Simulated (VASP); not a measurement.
# C (P6_3/mmc) in VASP: further runs

Aim: see how the results for C move with the level of theory and the settings. Levels: PBE+D3(BJ), LDA. Tasks: relaxation of cell and atoms.

Everything below comes from runs of VASP 6.6.1. Logs are shortened: lines on timing, memory, paths and dates and some standing lists are left out, and cuts for length are marked.

### Step 1. The crystal as given

It takes space group P6_3/mmc (No. 194, hexagonal). The conventional cell has a = 2.467 Å, b = 2.467 Å, c = 7.803 Å, α = 90.00°, β = 90.00°, γ = 120.00°. C (site symmetry -6m2) has 3 C at 1.42 Å as nearest neighbours. Around C (site symmetry -6m2) lie 3 C at 1.42 Å.

### Step 2. Relaxation of cell and atoms, PBE+D3(BJ)

INCAR

```
SYSTEM = C
  PREC = Accurate
  ENCUT = 600
  EDIFF = 1E-6
  ISMEAR = 0
  SIGMA = 0.03
  LREAL = .False.
  LASPH = .True.
  NELM = 80
  ALGO = Normal
  ISIF = 3
  LWAVE = .False.
  LCHARG = .False.
  GGA = PE
  IVDW = 12
  IBRION = 2
  NSW = 90
  EDIFFG = -0.01
  KPAR = 2
```

KPOINTS

```
Automatic mesh
0
Gamma
  12 12 4
  0 0 0
```

POSCAR

```
C
1.0
    2.4672912616      0.0000000000      0.0000000000
   -1.2336456308      2.1367369111      0.0000000000
    0.0000000000      0.0000000000      7.8030730000
C
4
Direct
    0.0000000000      0.0000000000      0.2500000000
    0.0000000000      0.0000000000      0.7500000000
    0.3333333300      0.6666666700      0.2500000000
    0.6666666700      0.3333333300      0.7500000000
```

Potentials or basis: VASP PAW PBE potentials, release 64 (C).

The run is started by

```
$ cat potpaw_PBE.64/C/POTCAR > POTCAR
$ mpirun -np 2 vasp_std > vasp.out
```

OUTCAR:

```text
SYSTEM = C
   PREC = Accurate
   ENCUT = 600
   EDIFF = 1E-6
   ISMEAR = 0
   LREAL = .False.
   LASPH = .True.
   NELM = 80
   ISIF = 3
   GGA = PE
   IVDW = 12
   IBRION = 2
   NSW = 90
   EDIFFG = -0.01
 IVDW          = 12

 ion  position               nearest neighbor table
   1  0.000  0.000  0.250-   3 1.42   3 1.42   3 1.42
   2  0.000  0.000  0.750-   4 1.42   4 1.42   4 1.42
   3  0.333  0.667  0.250-   1 1.42   1 1.42   1 1.42
   4  0.667  0.333  0.750-   2 1.42   2 1.42   2 1.42

  LATTYP: Found a hexagonal cell.
 ALAT       =     2.4672912616
 C/A-ratio  =     3.1626071561

  Lattice vectors:

 A1 = (   2.4672912616,   0.0000000000,   0.0000000000)
 A2 = (  -1.2336456308,   2.1367369111,   0.0000000000)
 A3 = (   0.0000000000,   0.0000000000,   7.8030730000)

Analysis of symmetry for initial positions (statically):
=====================================================================
 Subroutine PRICEL returns:
 Original cell was already a primitive cell.

 Routine SETGRP: Setting up the symmetry group for a
 hexagonal supercell.

 Subroutine GETGRP returns: Found 24 space group operations
 (whereof 12 operations were pure point group operations)
 out of a pool of 24 trial point group operations.

The static configuration has the point symmetry D_3d.
 The point group associated with its full space group is D_6h.

Analysis of symmetry for dynamics (positions and initial velocities):
=====================================================================
 Subroutine PRICEL returns:
 Original cell was already a primitive cell.

 Routine SETGRP: Setting up the symmetry group for a
 hexagonal supercell.

 Subroutine GETGRP returns: Found 24 space group operations
 (whereof 12 operations were pure point group operations)
 out of a pool of 24 trial point group operations.

The dynamic configuration has the point symmetry D_3d.
 The point group associated with its full space group is D_6h.

 Subroutine INISYM returns: Found 24 space group operations
 (whereof 12 operations are pure point group operations),
 and found     1 'primitive' translations

----------------------------------------------------------------------------------------

                                     Primitive cell

  volume of cell :      41.1374

  direct lattice vectors                    reciprocal lattice vectors
     2.467291262  0.000000000  0.000000000     0.405302777  0.234001667  0.000000000
[... 79 lines left out ...]
   NGXF,Y,Z  is equivalent  to a cutoff of  26.95, 26.95, 27.27 a.u.
 SYSTEM =  C
   PREC   = accura    normal or accurate (medium, high low for compatibility)
   ISTART =      0    job   : 0-new  1-cont  2-samecut
   ICHARG =      2    charge: 1-file 2-atom 10-const
   ISPIN  =      1    spin polarized calculation?
   LNONCOLLINEAR =      F non collinear calculations
   LSORBIT =      F    spin-orbit coupling
   LASPH  =      T    aspherical Exc in radial PAW
   ENCUT  =  600.0 eV  44.10 Ry    6.64 a.u.   4.93  4.93 15.58*2*pi/ulx,y,z
   NELM   =     80;   NELMIN=  2; NELMDL= -5     # of ELM steps
   EDIFF  = 0.1E-05   stopping-criterion for ELM
   LREAL  =      F    real-space projection
   EDIFFG = -.1E-01   stopping-criterion for IOM
   NSW    =     90    number of steps for IOM
   IBRION =      2    ionic relax: 0-MD 1-quasi-New 2-CG
   NFREE  =      1    steps in history (QN), initial steepest desc. (CG)
   ISIF   =      3    stress and relaxation
   ISYM   =      2    0-nonsym 1-usesym 2-fastsym
   POTIM  = 0.5000    time-step for ionic-motion
   TEBEG  =    0.0;   TEEND  =   0.0 temperature during run
   PSTRESS=    0.0 pullay stress
   NELECT =      16.0000    total number of electrons
   NUPDOWN=      -1.0000    fix difference up-down
   EMIN   =  10.00;   EMAX   =-10.00  energy-range for DOS
   EFERMI =   0.00;   METHOD = LEGACY
   ISMEAR =     0;   SIGMA  =   0.03  broadening in eV -4-tet -1-fermi 0-gaus
   EFERMI_NEDOS =   21; number of points for ismear=-14 and -15
   IALGO  =     38    algorithm
   IMIX   =      4    mixing-type and parameters
     AMIX     =   0.40;   BMIX     =  1.00
     AMIX_MAG =   1.60;   BMIX_MAG =  1.00
  volume/ion in A,a.u.               =      10.28        69.40
  Fermi-wavevector in a.u.,A,eV,Ry     =   1.195003  2.258229 19.429568  1.428033
  Thomas-Fermi vector in A             =   2.330979
   LORBIT       =      0    0 simple, 1 ext, 2 COOP (PROOUT), +10 PAW based schemes
   GGA     = PE    functional components
   LHFCALC =     F    Hartree Fock is set to
   AEXX    =    0.0000 exact exchange contribution
   IVDW    =    12    specifies the selected vdW correction
   LEPSILON=     F    determine dielectric tensor
   LRPA    =     F    only Hartree local field effects (RPA)
 conjugate gradient relaxation of ions
 non-spin polarized calculation
 Gauss-broadening in eV      SIGMA  =   0.03
  energy-cutoff  :      600.00
  volume of cell :       41.14
 maximum number of plane-waves:      1407
 NGX is ok and might be reduce to    20
   NGX =  9   NGY =  9   NGZ = 31

--------------------------------------- Ionic step        1  -------------------------------------------

 number of electron      16.0000001 magnetization

 Free energy of the ion-electron system (eV)
  ---------------------------------------------------
  ext. energy  EPLUGINS =         0.00000000
  ---------------------------------------------------
  free energy    TOTEN  =       -36.90065455 eV

  energy without entropy =      -36.90006849  energy(sigma->0) =      -36.90036152

------------------------ aborting loop because EDIFF is reached ----------------------------------------

 Edisp (eV)   -0.52304

 E8    (eV) :    -0.1459
[... 840 lines left out ...]
      1     -12.8940      2.00000
      2     -12.7937      2.00000
      3      -5.5468      2.00000
      4      -5.4964      2.00000
      5      -1.6769      2.00000
      6      -1.6587      2.00000
      7      -0.9251      2.00000
      8      -0.1120      2.00000
      9       8.8408      0.00000
     10       9.2662      0.00000
     11      11.5837      0.00000
     12      11.8260      0.00000

 [... further k-points ...]

[... ionic steps 4 to 9 ...]

--------------------------------------- Ionic step       10  -------------------------------------------

 number of electron      16.0000001 magnetization

------------------------ aborting loop because EDIFF is reached ----------------------------------------
[... 79 lines left out ...]
--------------------------------------- Ionic step       12  -------------------------------------------

 number of electron      16.0000001 magnetization

 Free energy of the ion-electron system (eV)
  ---------------------------------------------------
  ext. energy  EPLUGINS =         0.00000000
  ---------------------------------------------------
  free energy    TOTEN  =       -36.85738118 eV

  energy without entropy =      -36.85686002  energy(sigma->0) =      -36.85712060

 E-fermi :   4.6953     XC(G=0): -10.3433

 val. band max:        4.6937001088   @ k =   0.3333   0.3333   0.5000
 cond. band min:       4.6958018460   @ k =   0.3333   0.3333   0.2500
 fundamental gap:      0.0021017373
 Fermi energy:         4.6953467556
[... 395 lines left out ...]
  FREE ENERGIE OF THE ION-ELECTRON SYSTEM (eV)
  ---------------------------------------------------
  free  energy   TOTEN  =       -37.4849109915 eV

  energy  without entropy=      -37.4843898393  energy(sigma->0) =      -37.48465042

 reached required accuracy - stopping structural energy minimisation
```

Run time: 70 s. Hardware: 2 MPI ranks of Intel Xeon 6975P-C (Granite Rapids), shared host; peak memory 0.17 GiB.

Results:

| Quantity | Value |
| --- | --- |
| Free energy | -37.4849 eV |
| Relaxed volume | 8.80 Å³/atom |
| Relaxed cell | a = 2.465 Å, b = 2.465 Å, c = 6.691 Å, α = 90.00°, β = 90.00°, γ = 120.00° |
| Space group after relaxing (to 0.05 Å) | P6_3/mmc (No. 194) |
| Energy gained by relaxing | 15.3 meV/atom |
| Ionic steps | 12 |
| Pressure after relaxing | 0.1 GPa |
| Band gap on the k mesh | none (metal or under the smearing width) |
| Dispersion energy per atom | -0.157 eV |

The path:
```tsv
step	energy change (eV)	largest force (eV/Å)	pressure (GPa)	volume (Å³)
1	0.0000	0.0000	-1.12	41.14
2	-0.0034	0.0000	0.24	40.71
3	-0.0048	0.0000	1.67	40.28
4	-0.0057	0.0000	1.68	40.23
5	-0.0082	0.0000	1.53	40.06
6	-0.0133	0.0000	1.47	39.73
7	-0.0233	0.0000	1.18	39.07
8	-0.0417	0.0000	0.79	37.74
9	-0.0612	0.0000	0.17	35.08
10	-0.0612	0.0000	0.18	35.18
11	-0.0612	0.0000	-0.27	35.27
12	-0.0612	0.0000	0.07	35.20
```

Final structure:
```
C
1.0
     2.46485    0.00000    0.00000
    -1.23243    2.13462    0.00000
     0.00000    0.00000    6.69061
C
4
Direct
  0.00000 0.00000 0.25000
  0.00000 0.00000 0.75000
  0.33333 0.66667 0.25000
  0.66667 0.33333 0.75000
```

Levels at points of the mesh, in eV from the Fermi level:
| k point | band 5 | band 6 | band 7 | band 8 | band 9 | band 10 | band 11 | band 12 |
| --- | --- | --- | --- | --- | --- | --- | --- | --- |
| (0.00, 0.00, 0.00) | -3.01 | -3.01 | -2.99 | -2.99 | 4.32 | 8.33 | 8.33 | 8.38 |
| (0.50, 0.00, 0.00) | -6.41 | -6.36 | -2.77 | -2.07 | 1.52 | 2.20 | 7.21 | 7.62 |
| (0.00, 0.00, 0.50) | -3.00 | -3.00 | -3.00 | -3.00 | 6.98 | 6.98 | 8.36 | 8.36 |
| (0.50, 0.00, 0.50) | -6.38 | -6.38 | -2.35 | -2.35 | 1.66 | 1.66 | 7.41 | 7.41 |

(Part 1 of 2 ends here.)
